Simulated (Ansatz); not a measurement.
**Os: stiffness from a series of strains**

```xyz
1
Lattice="0.0000 1.9450 1.9450 1.9450 0.0000 1.9450 1.9450 1.9450 0.0000" Properties=species:S:1:pos:R:3 pbc="T T T"
Os    0.0000    0.0000    0.0000
```

Conventional cell: a = 3.890 Å, b = 3.890 Å, c = 3.890 Å, α = 90.00°, β = 90.00°, γ = 90.00°. Os (atom 1) has 12 Os at 2.75 Å as nearest neighbours.

The cell comes from COD entry 1534943, which wasn't checked; take it as a given geometry.

No spin–orbit coupling, which matters for the heavy atoms here.

Theory: DFT, PBE, all-electron LAPW, scalar-relativistic (Ansatz 0.2.0).

Settings: a Γ-centred 14×14×14 k mesh, Fermi–Dirac smearing of 0.05 eV, basis error target 0.5 meV/atom, no spin polarisation.

The strain is applied along the Cartesian axes of the cell as listed (the other components stay zero). Fractional coordinates are held (clamped ions).

σ is the change of stress from the unstrained cell, which is at -9.40 GPa; tension is positive, so slopes are stress–strain coefficients at that pressure. In a metal the k mesh adds noise.

Only quantities that a quadratic follows smoothly over the whole series are listed; rougher ones are left out.

```tsv
εxx = εyy	σzz (GPa)	σxx (GPa)
-0.0300	-17.58	-27.95
-0.0200	-11.31	-17.47
-0.0100	-5.44	-8.20
0.0000	0.00	0.00
0.0200	8.98	13.92
0.0300	12.56	19.81
```

(1) Fit the series and read off the stiffness at zero strain.

(2) One run, at εxx = εyy = 0.0100, is withheld. Predict its row.

## Answers

(1) Least-squares fits y = p0 + p1 x + p2 x² to the rows give σzz (GPa): p1 = 504, p2 = -2700; σxx (GPa): p1 = 792, p2 = -4600. So 2 C12 = 504 GPa and C11 + C12 = 792 GPa.

(2) The fits give 4.70, 7.54; the run gave 4.83, 7.33.
